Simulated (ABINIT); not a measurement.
BN in ABINIT: the effect of functional

The system is BN.

```
N B
1.0
     0.00000    3.49532    2.16609
     1.25163    0.00000    2.16609
     1.25163    3.49532    0.00000
N B
1 1
Direct
  0.66665 0.66665 0.33335
  0.00005 0.00005 0.99995
```

Measurements of this composition are mostly on another form, of space group No. 194.

Alike in all runs:

| Item | Value |
| --- | --- |
| Program | ABINIT 10.8.3 (patched build) |
| Task | band structure |
| k mesh | 13 × 13 × 13 |
| Occupations | fermi-dirac, width 0.05 eV |
| Spin | no spin polarisation |

| functional | potentials or basis | cutoff | gap on the mesh (eV) | pressure (GPa) |
| --- | --- | --- | --- | --- |
| LDA | JTH PAW LDA v2.0 | 707 eV | 3.70 | -4.2 |
| PBEsol | JTH PAW PBE v2.0 | 707 eV | ? | ? |
| r2SCAN | JTH PAW PBE v2.0 | 844 eV | 4.37 | 2.9 |

Question: What does the run with functional PBEsol give?

Answer: gap on the mesh 3.79 eV; pressure 1.0 GPa.

Caveats: the mesh misses the band edges, which the band path finds closer together; the atomic spheres overlap; the PAW data sets were made with another functional, which shifts forces and pressure a little (some runs).
